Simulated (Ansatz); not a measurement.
# HgTe: the cost of one run

Program: Ansatz 0.2.0. Level of theory: DFT PBEsol, scalar-relativistic, plane waves, PAW. These are calculated values, not measurements.

### Step 1. Starting point

It takes space group F-43m (No. 216, cubic). Conventional cell: a = 6.447 Å, b = 6.447 Å, c = 6.447 Å, α = 90.00°, β = 90.00°, γ = 90.00°. Hg (site symmetry -43m) has 4 Te at 2.79 Å in its first shell of neighbours. Te (site symmetry -43m) has 4 Hg at 2.79 Å in its first shell of neighbours.

Coordinates:

```cif
data_structure
_symmetry_space_group_name_H-M 'P 1'
_symmetry_Int_Tables_number 1
_cell_length_a 4.5587
_cell_length_b 4.5587
_cell_length_c 4.5587
_cell_angle_alpha 60.000
_cell_angle_beta 60.000
_cell_angle_gamma 60.000
_cell_volume 66.99
loop_
_atom_site_label
_atom_site_type_symbol
_atom_site_fract_x
_atom_site_fract_y
_atom_site_fract_z
_atom_site_occupancy
Hg1 Hg 0.00000 0.00000 0.00000 1
Te1 Te 0.75000 0.75000 0.75000 1
```

The cell is taken as given, not relaxed at this level.

### Step 2. Zero of energy

The reference gives a free energy of -20569.8079 eV, pressure 1.31 GPa, largest force 0.000 eV/Å and gap on the mesh none (metal). It was computed beforehand with the settings of the runs below.

### Step 3. The scan: a sublattice displacement scan

Every Hg atom is moved by x along the Cartesian unit vector (-0.577, -0.577, -0.577); the cell and all other atoms stay fixed. Forces below are components along that vector, summed over the moved atoms.

### Step 4. At x = -0.100 Å

The input, input.yaml:

```yaml
crystal:
  lattice:
    - [0.0, 3.2235, 3.2235]
    - [3.2235, 0.0, 3.2235]
    - [3.2235, 3.2235, 0.0]
  atoms:
    - { symbol: Hg, position: [0.0089553322, 0.0089553322, 0.0089553322] }
    - { symbol: Te, position: [0.75, 0.75, 0.75] }
basis:
  ecutwfc: 420
kpoints:
  mp_grid: { grid: [14, 14, 14] }
hamiltonian:
  xc: pbesol
scf:
  occupations: { method: gaussian, width: 0.15 }
output:
  forces: true
  stress: true
  eigenvalues: true
```

Launch:

```sh
> ansatz run input.yaml --threads 1 --pin off --max-ram 2560MiB --backend cpu --events-out ev --progress --plain --runs-dir out
```

Q: Estimate wall time and peak memory on 1 thread of Arm Neoverse V1, shared host.

About 39 s, with a peak of 0.64 GiB.
